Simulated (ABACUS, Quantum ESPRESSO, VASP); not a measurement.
# Fitting the PBE energy curve of KMgF3

```cif
data_structure
_symmetry_space_group_name_H-M 'Pm-3m'
_symmetry_Int_Tables_number 221
_cell_length_a 3.9859
_cell_length_b 3.9859
_cell_length_c 3.9859
_cell_angle_alpha 90.000
_cell_angle_beta 90.000
_cell_angle_gamma 90.000
_cell_volume 63.33
loop_
_atom_site_label
_atom_site_type_symbol
_atom_site_symmetry_multiplicity
_atom_site_Wyckoff_symbol
_atom_site_fract_x
_atom_site_fract_y
_atom_site_fract_z
_atom_site_occupancy
K1 K 1 b 0.50000 0.50000 0.50000 1
Mg1 Mg 1 a 0.00000 0.00000 0.00000 1
F1 F 3 d 0.00000 0.00000 0.50000 1
```

The cell was scaled at fixed shape and fractions and run with Quantum ESPRESSO, SSSP 1.3 efficiency PBE, cutoff 816 eV; PBE, k mesh 7 × 7 × 7 on the cell of 5 atoms, fermi-dirac occupations of 0.05 eV, no spin polarisation, no spin-orbit coupling. Energies are those that the program minimises, any entropy of the smearing included.

| V (Å³/atom) | energy over the lowest row (meV/atom) |
| --- | --- |
| 11.9052 | 36.62 |
| 12.1585 | 23.40 |
| 12.4118 | 13.44 |
| 12.6651 | 6.42 |
| 12.9184 | ? |
| 13.1717 | 0.00 |
| 13.4250 | 0.11 |

Fit the third-order Birch-Murnaghan form, give V0, B0 and B′, and predict the energy left open.

With y = (V0/V)^(2/3), E = E0 + (9 V0 B0/16) [(y - 1)³ B′ + (y - 1)² (6 - 4y)]. Least squares through the rows shown give V0 = 13.2838 Å³/atom, E0 = -0.20 meV, B0 = 67.39 GPa (1 eV/Å³ = 160.218 GPa) and B′ = 4.53, with a largest miss of 0.00 meV. At V = 12.9184 the form with these constants gives 2.03 meV; the run gave 2.02 meV an atom. Other set-ups at this level, from all their volumes (Å³/atom, GPa): ABACUS, PseudoDojo NC SR 0.4.1 PBE standard, plane waves: V0 13.300, B0 66.14; VASP, PBE PAW files F, K_sv, Mg, 520 eV: V0 13.306, B0 66.82.
